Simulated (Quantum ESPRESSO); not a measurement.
FeO:

```
CELL_PARAMETERS angstrom
1.51768 0.87623 2.51579
-1.51768 0.87623 2.51579
0.00000 -1.75247 2.51579
ATOMIC_POSITIONS crystal
Fe 0.00000 0.00000 0.00000
O 0.50000 0.50000 0.50000
```

```yaml
Program: Quantum ESPRESSO 7.5
Task: phonons
Functional: PBEsol
Potentials_or_basis: GBRV 1.5 PBEsol
Cutoff: 612 eV
Density_cutoff: 4898 eV
k_mesh: 6 × 6 × 6, shifted
Occupations: fermi-dirac, width 0.05 eV
Spin: collinear spin, ferromagnetic start
Starting_moments: "[3.0, 0.0] μB"
Target_pressure: 25 GPa
Mixing_beta: 0.3
Most_SCF_iterations: 120
SCF_threshold: 4e-10 Ry
```

The cell and the atoms were relaxed first at 25 GPa, to 8.61 Å³/atom (a = 2.867 Å, b = 2.867 Å, c = 2.867 Å, α = 61.49°, β = 61.49°, γ = 61.49°), and the response was taken there.

```
Fe O
1.0
     1.46575    0.84625    2.31426
    -1.46575    0.84625    2.31426
     0.00000   -1.69250    2.31426
Fe O
1 1
Cartesian
  0.0000 0.0000 0.0000
  0.0000 0.0000 3.4714
```

Which optical modes does the crystal have at the zone centre, and which show in infrared and Raman spectra?

The optical modes are A2u + Eu. Infrared active: A2u + Eu. None is Raman active.

Optical modes at Γ, degenerate ones joined:
```csv
cm⁻¹,components,symmetry,active in
342,1,A2u,IR
382,2,Eu,IR
```

Caveat: the k mesh is coarse (spacing up to 0.42 Å⁻¹), so the values aren't converged; the mesh is thin for the phonons of a metal; the cell is more than 3 GPa from zero pressure, which shifts response properties; a cell with one magnetic atom can't hold antiferromagnetic order, which such compounds often take.
